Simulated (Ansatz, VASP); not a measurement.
# SnSe (puckered SnSe bilayer, AA) in two plane-wave programs, part 2 of 2

Wanted: the spread between two codes on one cell, functional and k mesh. The cell is taken from a series of runs on this material, whose earlier steps may have relaxed, scaled, displaced or heated it; both programs get it as it stands.

VASP 6.6.1 and Ansatz 0.2.0.

So far: Starting point; Ansatz: single point, PBE with D3(BJ); VASP: single point, PBE with D3(BJ).

### Step 3. VASP: single point, PBE with D3(BJ) (continued)

Level of this step: PBE with D3(BJ); plane waves and PAW (Sn_d, Se) (VASP).

Numbers of over 12 decimals in the logs are rounded to 6 here.

OUTCAR, selected parts (step 3):

```text
ion  position               nearest neighbor table
   1  0.017  0.000  0.336-   6 2.77   5 2.92   5 2.92   5 3.10   5 3.10
   2  0.506  0.500  0.439-   5 2.78   6 2.96   6 2.96   6 3.06   6 3.06   7 3.27
   3  0.006  0.000  0.561-   8 2.78   7 2.96   7 2.96   7 3.06   7 3.06   6 3.27
   4  0.517  0.500  0.664-   7 2.77   8 2.92   8 2.92   8 3.10   8 3.10
   5  0.488  0.500  0.335-   2 2.78   1 2.92   1 2.92   1 3.10   1 3.10
   6  0.990  0.000  0.439-   1 2.77   2 2.96   2 2.96   2 3.06   2 3.06   3 3.27
   7  0.490  0.500  0.561-   4 2.77   3 2.96   3 2.96   3 3.06   3 3.06   2 3.27
   8  0.988  0.000  0.665-   3 2.78   4 2.92   4 2.92   4 3.10   4 3.10

  LATTYP: Found a simple orthorhombic cell.
 ALAT       =     4.2470232416
 B/A-ratio  =     1.0048738078
 C/A-ratio  =     6.3165836611

 Subroutine GETGRP returns: Found  4 space group operations
 (whereof  2 operations were pure point group operations)

The static configuration has the point symmetry C_1h.
 The point group associated with its full space group is C_2v.

 Found     36 irreducible k-points:

   k-points           NKPTS =     36   k-points in BZ     NKDIM =     36   number of bands    NBANDS=     49

   dimension x,y,z NGX =    28 NGY =   28 NGZ =  180
   dimension x,y,z NGXF=    56 NGYF=   56 NGZF=  360

   ENCUT  =  400.0 eV  29.40 Ry    5.42 a.u.   6.96  6.93 43.75*2*pi/ulx,y,z

   NELECT =      80.0000    total number of electrons

 k-points in reciprocal lattice and weights: Automatic mesh
   0.00000000  0.00000000  0.00000000       0.010
   0.10000000  0.00000000  0.00000000       0.020
   0.20000000  0.00000000  0.00000000       0.020
   0.30000000  0.00000000  0.00000000       0.020
   0.40000000  0.00000000  0.00000000       0.020
   0.50000000  0.00000000  0.00000000       0.010
   0.00000000  0.10000000  0.00000000       0.020
   0.10000000  0.10000000  0.00000000       0.040
   0.20000000  0.10000000  0.00000000       0.040
[...]
0.40000000  0.50000000  0.00000000       0.020
   0.50000000  0.50000000  0.00000000       0.010

 dipolmoment           0.000000      0.000000     -0.000000 electrons x Angstroem

 average (electrostatic) potential at core
       1-107.0032       2-106.9787       3-106.9787       4-107.0032       5 -58.0055
       6 -58.2283       7 -58.2283       8 -58.0055

 E-fermi :   0.4704

 k-point     1 :       0.0000    0.0000    0.0000
  band No.  band energies     occupation
    ...
     36      -2.2242      2.00000
     37      -2.0152      2.00000
     38      -2.0078      2.00000
     39      -1.2689      2.00000
     40      -0.6610      2.00000
     41       1.3833      0.00000
     42       2.5348      0.00000
     43       3.2960      0.00000
     44       3.5875      0.00000
     45       3.9629      0.00000
    ...

 k-point     2 :       0.1000    0.0000    0.0000
  band No.  band energies     occupation
    ...
     36      -1.9525      2.00000
     37      -1.9505      2.00000
     38      -1.7525      2.00000
     39      -1.3017      2.00000
     40      -0.6257      2.00000
     41       1.3331      0.00000
     42       2.5627      0.00000
     43       3.4290      0.00000
     44       3.5396      0.00000
     45       3.6781      0.00000
    ...

 k-point     3 :       0.2000    0.0000    0.0000
  band No.  band energies     occupation
    ...
     36      -1.8058      2.00000
     37      -1.6507      2.00000
     38      -1.1830      2.00000
     39      -1.1551      2.00000
     40      -0.5563      2.00000
     41       1.2479      0.00000
     42       2.5583      0.00000
     43       2.6900      0.00000
     44       2.8617      0.00000
     45       3.1268      0.00000
    ...

 Edisp (eV)   -2.32641

  Total       0.01806     0.02637    -0.00950     0.00000     0.00000     0.00000
  in kB       0.05951     0.08689    -0.03132     0.00000     0.00000     0.00000
  external pressure =        0.04 kB  Pullay stress =        0.00 kB

  energy-cutoff  :      400.00
  volume of cell :      486.24
      direct lattice vectors                 reciprocal lattice vectors
     4.267722417  0.000000000  0.000000000     0.234317020  0.000000000  0.000000000
     0.000000000  4.247023242  0.000000000     0.000000000  0.235459036  0.000000000
     0.000000000  0.000000000 26.826677616     0.000000000  0.000000000  0.037276327

 POSITION                                       TOTAL-FORCE (eV/Angst)
 -----------------------------------------------------------------------------------
      0.07290      0.00000      9.01589        -0.001662      0.000000     -0.012725
      2.15759      2.12351     11.77618        -0.004281      0.000000      0.010796
      0.02373      0.00000     15.05049        -0.004281      0.000000     -0.010796
      2.20677      2.12351     17.81079        -0.001662      0.000000      0.012725
      2.08190      2.12351      9.00000         0.002652      0.000000     -0.003519
      4.22306      0.00000     11.78237         0.003291      0.000000      0.008553
      2.08919      2.12351     15.04430         0.003291      0.000000     -0.008553
      4.21576      0.00000     17.82668         0.002652      0.000000      0.003519
 -----------------------------------------------------------------------------------
    total drift:                               -0.002081      0.000000      0.000007

  FREE ENERGIE OF THE ION-ELECTRON SYSTEM (eV)
  ---------------------------------------------------
  free  energy   TOTEN  =       -34.9114362811 eV

  energy  without entropy=      -34.9114360995  energy(sigma->0) =      -34.91143619

 vacuum level on the upper side and lower side of the slab         4.341         4.341

 total charge
# of ion       s       p       d       tot
------------------------------------------
    1        1.377   0.700   9.987  12.064
    2        1.387   0.691   9.993  12.071
    3        1.387   0.691   9.993  12.071
    4        1.377   0.700   9.987  12.064
    5        1.474   2.314   0.023   3.811
    6        1.475   2.311   0.027   3.813
    7        1.475   2.311   0.027   3.813
    8        1.474   2.314   0.023   3.811
--------------------------------------------------
tot         11.425  12.034  40.060  63.519

[... 3 further parts left out ...]
```

### Step 4. Differences

Known differences besides the potentials themselves: the data sets hold 120 valence electrons in Ansatz (on its default PAW (the set named soft_2) files) and 80 in VASP; the cutoff is 420 eV in Ansatz and 400 eV in VASP. Total energies have different zeros and are not compared.

Both answers:

```tsv
quantity	Ansatz	VASP	difference
gap on the k mesh (eV)	0.641	0.638	+0.003
```

A gap on the mesh is an upper bound, since the band edges may lie between its points. With vacuum in the cell, a pressure given here is an average over mostly empty space and none of the material.

### Step 5. Outcome

| Item | Value |
| --- | --- |
| difference in gap on the k mesh (single point, PBE with D3(BJ)) | 0.0027 eV |

**Reading.** The difference in gap on the k mesh is 0.0027 eV (single point, PBE with D3(BJ)), within the 0.08 eV picked in this series as the mark of a large difference. The data sets hold unlike numbers of valence electrons (120 in Ansatz and 80 in VASP), so part of the differences comes from the potentials. Such differences can come from data sets, numerical settings and the points named under the comparisons, not from the functional's error against experiment.

[Lines on the potential files, build, host, timing and source positions are cut from VASP's logs without a mark.]

[Logs are printed without paths, hosts, clocks, repeated set-up lines and the standing remarks that a program may print on its own settings, such as how far it seeks lower states.]

[Hosts, paths, dates, database ids (printed as entryN), source tags and the programs' standing remarks are cut or masked in the printed files.]
